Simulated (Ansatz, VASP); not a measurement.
**La: VASP beside Ansatz**

```xyz
4
Lattice="3.7825 0.0000 0.0000 -1.8913 3.2758 0.0000 0.0000 0.0000 12.0386" Properties=species:S:1:pos:R:3 pbc="T T T"
La    0.0000    0.0000    0.0000
La    0.0000    0.0000    6.0193
La    0.0000    2.1839    3.0097
La    1.8913    1.0919    9.0290
```

Alike in both runs: functional r2SCAN; k mesh 15 × 15 × 4; occupations gaussian, width 0.1 eV; no spin polarisation.

Ansatz relaxed the structure, and its values are those at the end. VASP's run is a single point on that final structure, the one shown.

```csv
,VASP,Ansatz
version,VASP 6.6.1,Ansatz 0.2.0
potentials or method,"VASP PAW PBE potentials, release 64 (La)","scalar-relativistic, plane waves, PAW"
plane-wave cutoff (eV),520,500
valence electrons in the cell,44,44
```

VASP gave:

* gap on the k mesh at the Fermi level (eV): none
* pressure (GPa): 0.1

Problem. Estimate Ansatz's values.

Solution. gap on the k mesh at the Fermi level (eV): none; pressure (GPa): 0.0.

A gap of «none» marks a metal or a gap that the smearing closes.

Caveats: the PAW data sets were made with another functional, which shifts forces and pressure a little (VASP). The runs have no spin-orbit coupling, so splittings on La are missing.
